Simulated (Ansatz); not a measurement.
## Moving the functional in TiSi2

The cell as given:

Space group Immm (No. 71). a = 2.946 Å, b = 3.424 Å, c = 8.424 Å, α = 90.00°, β = 90.00°, γ = 90.00°
```json
{"atom": "Ti", "site": "2a", "symmetry": "mmm", "x": "0.0000", "y": "0.0000", "z": "0.0000"}
{"atom": "Si", "site": "4i", "symmetry": "mm2", "x": "0.0000", "y": "0.0000", "z": "0.6701"}
```

The cell comes from a database or a generator and needn't be the stable form of this composition.

Kept alike: task relaxation of cell and atoms; k mesh 12 × 12 × 12; occupations fermi-dirac, width 0.05 eV; no spin polarisation. Program: Ansatz, Ansatz PAW. Cutoffs run from 420 to 500 eV. The mesh is that of the run's cell of 3 atoms. No spin-orbit coupling.

| run | volume (Å³/atom) |
| --- | --- |
| A | 13.810 |
| B | 13.524 |
| C | 13.928 |
| D | 15.018 |

The relaxations keep at least the cell's symmetry (Immm). For a metal such a mesh leaves the last digits unconverged. Relaxations stop with a little pressure left, so the last digits of a volume or edge aren't settled. All rows use potentials made for PBE.

The runs differ in the functional (and the cutoff that goes with it) alone: BLYP; LDA; PBEsol; r2SCAN. Which run is which?

Run A is PBEsol; run B is LDA; run C is r2SCAN; run D is BLYP. The volume runs from 13.524 (LDA) to 15.018 Å³/atom (BLYP).

The two ends of the volume series identify their functionals far more securely than the middle does. LDA gives the smallest cell, in line with its usual overbinding, and BLYP stands well apart as the largest. Gradient corrections to exchange favour inhomogeneous densities and so loosen the lattice. PBEsol keeps this enhancement weak to suit densely packed solids, whereas BLYP pairs a stronger one with a correlation term that misses the uniform-electron-gas limit, which probably accounts for much of its expansion in a metallic silicide with delocalised Ti d and Si p electrons.

PBEsol and r2SCAN, at 13.810 and 13.928 Å³/atom, are too close for volume alone to separate them firmly. r2SCAN also responds to the kinetic-energy density, so its place relative to PBEsol depends on the bonding and isn't fixed by a general rule; their assignment is the likelier order, not a distinctive signature. Without a measured volume for this same structure, the spread shows sensitivity to the functional, not which functional is most accurate.
